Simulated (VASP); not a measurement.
# Ni (Im-3m) in VASP: single point with HSE06

Aim: the single point of Ni with HSE06.

Everything below comes from runs of VASP 6.6.1. Logs are shortened: lines on timing, memory, paths and dates and some standing lists are left out, and cuts for length are marked.

### 1 Starting point

Symmetry: Im-3m, No. 229, cubic system. Conventional cell: a = 2.755 Å, b = 2.755 Å, c = 2.755 Å, α = 90.00°, β = 90.00°, γ = 90.00°. Around Ni (site symmetry m-3m) lie 8 Ni at 2.39 Å.

This isn't the form of Ni at room conditions, which is fcc.

### 2 Single point, HSE06, collinear spin, ferromagnetic start

POSCAR reads:

```
Ni
1.0
   -1.3777400000      1.3777400000      1.3777400000
    1.3777400000     -1.3777400000      1.3777400000
    1.3777400000      1.3777400000     -1.3777400000
Ni
1
Direct
    0.0000000000      0.0000000000      0.0000000000
```

INCAR.step1 reads:

```
  PREC = Accurate
  ENCUT = 520
  EDIFF = 1E-5
  ISMEAR = 0
  SIGMA = 0.1
  LREAL = F
  LASPH = T
  NELM = 100
  ALGO = Normal
  ISIF = 2
  LWAVE = T
  LCHARG = F
  ISPIN = 2
  MAGMOM = 1
  LORBIT = 11
  LMAXMIX = 4
  NBANDS = 15
  GGA = PE
```

INCAR.step2 reads:

```
  PREC = Accurate
  ENCUT = 520
  EDIFF = 1E-7
  ISMEAR = 0
  SIGMA = 0.1
  LREAL = F
  LASPH = T
  NELM = 100
  ALGO = Normal
  ISIF = 2
  LWAVE = F
  LCHARG = F
  ISPIN = 2
  MAGMOM = 1
  LORBIT = 11
  LMAXMIX = 4
  GGA = PE
  LHFCALC = T
  HFSCREEN = 0.2
  PRECFOCK = Fast
  NBANDS = 15
  ISTART = 1
```

KPOINTS reads:

```
Automatic mesh
0
Gamma
  10 10 10
```

Potentials or basis: VASP PAW PBE potentials, release 64 (Ni).

Started as:

```bash
> cat potpaw_PBE.64/Ni/POTCAR > POTCAR
> cp INCAR.step1 INCAR
> mpirun -np 1 vasp_std > vasp.out
> cp INCAR.step2 INCAR
> mpirun -np 1 vasp_std > vasp.out
```

OUTCAR:

```text
PREC = Accurate
   ENCUT = 520
   EDIFF = 1E-7
   ISMEAR = 0
   LREAL = F
   LASPH = T
   NELM = 100
   ISIF = 2
   ISPIN = 2
   LORBIT = 11
   GGA = PE
   LHFCALC = T
   HFSCREEN = 0.2
   PRECFOCK = Fast
   ISTART = 1

 ion  position               nearest neighbor table
   1  0.000  0.000  0.000-

  LATTYP: Found a body centered cubic cell.
 ALAT       =     2.7554800000

  Lattice vectors:

 A1 = (  -1.3777400000,   1.3777400000,   1.3777400000)
 A2 = (   1.3777400000,  -1.3777400000,   1.3777400000)
 A3 = (   1.3777400000,   1.3777400000,  -1.3777400000)

Analysis of symmetry for initial positions (statically):
=====================================================================
 Subroutine PRICEL returns:
 Original cell was already a primitive cell.

 Routine SETGRP: Setting up the symmetry group for a
 body centered cubic supercell.

 Subroutine GETGRP returns: Found 48 space group operations
 (whereof 48 operations were pure point group operations)
 out of a pool of 48 trial point group operations.

The static configuration has the point symmetry O_h .

Analysis of symmetry for dynamics (positions and initial velocities):
=====================================================================
 Subroutine PRICEL returns:
 Original cell was already a primitive cell.

 Routine SETGRP: Setting up the symmetry group for a
 body centered cubic supercell.

 Subroutine GETGRP returns: Found 48 space group operations
 (whereof 48 operations were pure point group operations)
 out of a pool of 48 trial point group operations.

The dynamic configuration has the point symmetry O_h .

Analysis of structural, dynamic, and magnetic symmetry:
=====================================================================
 Subroutine PRICEL returns:
 Original cell was already a primitive cell.

 Routine SETGRP: Setting up the symmetry group for a
 body centered cubic supercell.

 Subroutine GETGRP returns: Found 48 space group operations
 (whereof 48 operations were pure point group operations)
 out of a pool of 48 trial point group operations.

The overall configuration has the point symmetry O_h .

 Subroutine INISYM returns: Found 48 space group operations
 (whereof 48 operations are pure point group operations),
 and found     1 'primitive' translations

----------------------------------------------------------------------------------------

                                     Primitive cell

  volume of cell :      10.4607

  direct lattice vectors                    reciprocal lattice vectors
    -1.377740000  1.377740000  1.377740000     0.000000000  0.362913177  0.362913177
     1.377740000 -1.377740000  1.377740000     0.362913177  0.000000000  0.362913177
     1.377740000  1.377740000 -1.377740000     0.362913177  0.362913177  0.000000000

  length of vectors
     2.386315680  2.386315680  2.386315680     0.513236736  0.513236736  0.513236736

  position of ions in fractional coordinates (direct lattice)
     0.000000000  0.000000000  0.000000000

  ion indices of the primitive-cell ions
   primitive index   ion index
                 1           1

----------------------------------------------------------------------------------------

 KPOINTS: Automatic mesh

Automatic generation of k-mesh.
 Grid dimensions read from file:
 generate k-points for:   10   10   10

 Generating k-lattice:

  Cartesian coordinates                     Fractional coordinates (reciprocal lattice)
     0.000000000  0.036291318  0.036291318     0.100000000  0.000000000  0.000000000
     0.036291318  0.000000000  0.036291318     0.000000000  0.100000000  0.000000000
     0.036291318  0.036291318  0.000000000     0.000000000  0.000000000  0.100000000

  Length of vectors
     0.051323674  0.051323674  0.051323674

  Shift w.r.t. Gamma in fractional coordinates (k-lattice)
     0.000000000  0.000000000  0.000000000

[... 36 lines left out ...]
   dimension x,y,z NGXF=    36 NGYF=   36 NGZF=   36
   ions per type =               1
   NGX,Y,Z   is equivalent  to a cutoff of  12.54, 12.54, 12.54 a.u.
   NGXF,Y,Z  is equivalent  to a cutoff of  25.08, 25.08, 25.08 a.u.
 SYSTEM =  unknown system
   PREC   = accura    normal or accurate (medium, high low for compatibility)
   ISTART =      1    job   : 0-new  1-cont  2-samecut
   ICHARG =      0    charge: 1-file 2-atom 10-const
   ISPIN  =      2    spin polarized calculation?
   LNONCOLLINEAR =      F non collinear calculations
   LSORBIT =      F    spin-orbit coupling
   LASPH  =      T    aspherical Exc in radial PAW
   ENCUT  =  520.0 eV  38.22 Ry    6.18 a.u.   4.44  4.44  4.44*2*pi/ulx,y,z
   NELM   =    100;   NELMIN=  2; NELMDL=  0     # of ELM steps
   EDIFF  = 0.1E-06   stopping-criterion for ELM
   LREAL  =      F    real-space projection
   EDIFFG = 0.1E-05   stopping-criterion for IOM
   NSW    =      0    number of steps for IOM
   IBRION =     -1    ionic relax: 0-MD 1-quasi-New 2-CG
   NFREE  =      0    steps in history (QN), initial steepest desc. (CG)
   ISIF   =      2    stress and relaxation
   ISYM   =      3    0-nonsym 1-usesym 2-fastsym
   POTIM  = 0.5000    time-step for ionic-motion
   TEBEG  =    0.0;   TEEND  =   0.0 temperature during run
   PSTRESS=    0.0 pullay stress
   NELECT =      10.0000    total number of electrons
   NUPDOWN=      -1.0000    fix difference up-down
   EMIN   =  10.00;   EMAX   =-10.00  energy-range for DOS
   EFERMI =   0.00;   METHOD = LEGACY
   ISMEAR =     0;   SIGMA  =   0.10  broadening in eV -4-tet -1-fermi 0-gaus
   EFERMI_NEDOS =   21; number of points for ismear=-14 and -15
   IALGO  =     38    algorithm
   IMIX   =      1    mixing-type and parameters
     AMIX     =   0.40;   BMIX     =  1.00
     AMIX_MAG =   1.60;   BMIX_MAG =  1.00
  volume/ion in A,a.u.               =      10.46        70.59
  Fermi-wavevector in a.u.,A,eV,Ry     =   1.612702  3.047566 35.386155  2.600809
  Thomas-Fermi vector in A             =   2.707890
   LORBIT       =     11    0 simple, 1 ext, 2 COOP (PROOUT), +10 PAW based schemes
   GGA     = PE    functional components
   LHFCALC =     T    Hartree Fock is set to
   PRECFOCK=fast      Normal, Fast or Accurate (Low or Medium for compatibility)
   ENCUT4O =  -1.0   cutoff for four orbital integrals eV
   NKREDX  =     1    reduce k-point grid by
   NKREDY  =     1    reduce k-point grid by
   NKREDZ  =     1    reduce k-point grid by
   AEXX    =    0.2500 exact exchange contribution
   HFSCREEN=    0.2000 screening length (either q_TF or 0.3 A-1)
   HFSCREENC=   0.2000 screening length for correlation (either q_TF or 0.3 A-1)
   ENCUTFOCK=  -1.0 apply spherical cutoff to Coloumb kernel
   IVDW    =     0    specifies the selected vdW correction
   LEPSILON=     F    determine dielectric tensor
   LRPA    =     F    only Hartree local field effects (RPA)
 spin polarized calculation
 Gauss-broadening in eV      SIGMA  =   0.10
  energy-cutoff  :      520.00
  volume of cell :       10.46
 maximum number of plane-waves:       321
 NGX is ok and might be reduce to    18
  NGX = 12; NGY = 12; NGZ = 12

 number of electron      10.0000010 magnetization       0.6711856

 Free energy of the ion-electron system (eV)
  ---------------------------------------------------
  ext. energy  EPLUGINS =         0.00000000
  ---------------------------------------------------
  free energy    TOTEN  =        -6.23664070 eV

  energy without entropy =       -6.23549049  energy(sigma->0) =       -6.23606559

 E-fermi :   9.4796     XC(G=0): -10.8958

 val. band max:        9.4789015179   @ k =  -0.3000   0.3000   0.2000
 cond. band min:       9.5961117507   @ k =  -0.3000   0.4000   0.1000
 fundamental gap:      0.1172102328
 Fermi energy:         9.4796119294

 spin component 1

 k-point     1 :       0.0000    0.0000    0.0000
  band No.  band energies     occupation
      1      -0.4462      1.00000
      2       5.2749      1.00000
      3       5.2749      1.00000
      4       5.2749      1.00000
      5       7.0503      1.00000
      6       7.0503      1.00000
      7      37.9348      0.00000
      8      37.9348      0.00000
      9      37.9348      0.00000
     10      43.2558      0.00000
     11      43.2558      0.00000
     12      45.1104      0.00000
     13      45.1104      0.00000
     14      45.1104      0.00000
[... 403 lines left out ...]
      4       6.4995      1.00000
      5       6.8418      1.00000
      6       7.8651      1.00000
      7      24.7529      0.00000
      8      31.6640      0.00000
      9      31.7051      0.00000
     10      38.9084      0.00000
     11      39.4966      0.00000
     12      42.4993      0.00000
     13      52.8073      0.00000
     14      53.0391      0.00000
     15      56.7549      0.00000

 [... further k-points ...]

 spin component 2

 k-point     1 :       0.0000    0.0000    0.0000
  band No.  band energies     occupation
      1      -0.8724      1.00000
      2       7.6867      1.00000
      3       7.6867      1.00000
      4       7.6868      1.00000
      5       7.6892      1.00000
      6       7.6893      1.00000
      7      37.5198      0.00000
      8      37.5198      0.00000
      9      37.5198      0.00000
     10      42.9779      0.00000
     11      42.9779      0.00000
     12      45.1970      0.00000
     13      45.1970      0.00000
     14      45.1970      0.00000
[... 403 lines left out ...]
      4       8.1533      1.00000
      5       8.5201      1.00000
      6       9.9253      0.00000
      7      24.9544      0.00000
      8      31.4357      0.00000
      9      31.8408      0.00000
     10      38.7823      0.00000
     11      39.5824      0.00000
     12      42.3708      0.00000
     13      52.6545      0.00000
     14      52.9754      0.00000
     15      56.6480      0.00000

 [... further k-points ...]

------------------------ aborting loop because EDIFF is reached ----------------------------------------

  FORCE on cell =-STRESS in cart. coord.  units (eV):
  Direction    XX          YY          ZZ          XY          YZ          ZX
  --------------------------------------------------------------------------------------
  -------------------------------------------------------------------------------------
  Total        0.4918707      0.4918707      0.4918707      0.0000000     -0.0000000      0.0000000
  in kB       75.3355113     75.3355113     75.3355113      0.0000000     -0.0000000      0.0000000
  external PRESSURE =      75.3355113 kB  Pullay stress =       0.0000000 kB

 VOLUME and BASIS-vectors are now :
 -----------------------------------------------------------------------------
  energy-cutoff  :      520.00
  volume of cell :       10.46
      direct lattice vectors                 reciprocal lattice vectors
    -1.377740000  1.377740000  1.377740000     0.000000000  0.362913177  0.362913177
     1.377740000 -1.377740000  1.377740000     0.362913177  0.000000000  0.362913177
     1.377740000  1.377740000 -1.377740000     0.362913177  0.362913177  0.000000000

 POSITION                                       TOTAL-FORCE (eV/Angst)
 -----------------------------------------------------------------------------------
      0.00000      0.00000      0.00000        -0.000000      0.000000     -0.000000
 -----------------------------------------------------------------------------------
    total drift:                                0.000007     -0.000034      0.000138

  FREE ENERGIE OF THE ION-ELECTRON SYSTEM (eV)
  ---------------------------------------------------
  free  energy   TOTEN  =        -6.2366406996 eV

  energy  without entropy=       -6.2354904868  energy(sigma->0) =       -6.23606559

 total charge

# of ion       s       p       d       tot
------------------------------------------
    1        0.506   0.495   8.437   9.439

 magnetization (x)

# of ion       s       p       d       tot
------------------------------------------
    1       -0.029  -0.072   0.796   0.695
```

Run time: 1.8 h. Hardware: 1 thread of Intel Xeon Platinum 8375C at 2.90GHz (Ice Lake), shared host; peak memory 0.25 GiB.

Results:

* Free energy: -6.2366 eV
* Pressure: 7.5 GPa
* Band gap on the k mesh: none (metal or under the smearing width)
* Net moment: 0.67 μB per cell
* Site moments: Ni +0.69 μB
* Valence electrons inside the program's atomic spheres: Ni 9.44

Caveat: the PAW data sets were made with another functional, which shifts forces and pressure a little.
